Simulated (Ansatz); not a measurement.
Crystal: EuS.

```
Eu S
1.0
     0.00000    2.97850    2.97850
     2.97850    0.00000    2.97850
     2.97850    2.97850    0.00000
Eu S
1 1
Direct
  0.00000 0.00000 0.00000
  0.50000 0.50000 0.50000
```

Program: Ansatz 0.2.0. Alike in all runs: spin collinear, ferromagnetic start; cell as given; k mesh 8 × 8 × 8; smearing fermi-dirac 0.05 eV.

Problem. Order these runs on this cell by their pressure, lowest first.
A. level LDA+U; potentials or basis Ansatz PAW; U Eu f U = 4 eV; cutoff (eV) 420; points for each segment of the path 14; hubbard projectors ortho-atomic (the default); double counting fll (the default)
B. level LDA; potentials or basis JTH PAW LDA; cutoff (eV) 750; points for each segment of the path 14
C. level RPBE; potentials or basis Ansatz PAW; cutoff (eV) 420; points for each segment of the path 14
D. level r2SCAN; potentials or basis Ansatz PAW; cutoff (eV) 500

Solution. B (-8.1 GPa), A (-4.8 GPa), D (-2.1 GPa), C (-0.2 GPa).

Caveats: a cell with one magnetic atom can't hold antiferromagnetic order, which such compounds often take; the PAW data sets come from PBE, with cores solved anew for the run's functional, which leaves a small shift of forces and pressure (some runs); the magnetic or orbital state may not be the lowest (some runs).

Runs at the PBE level aren't shown here.
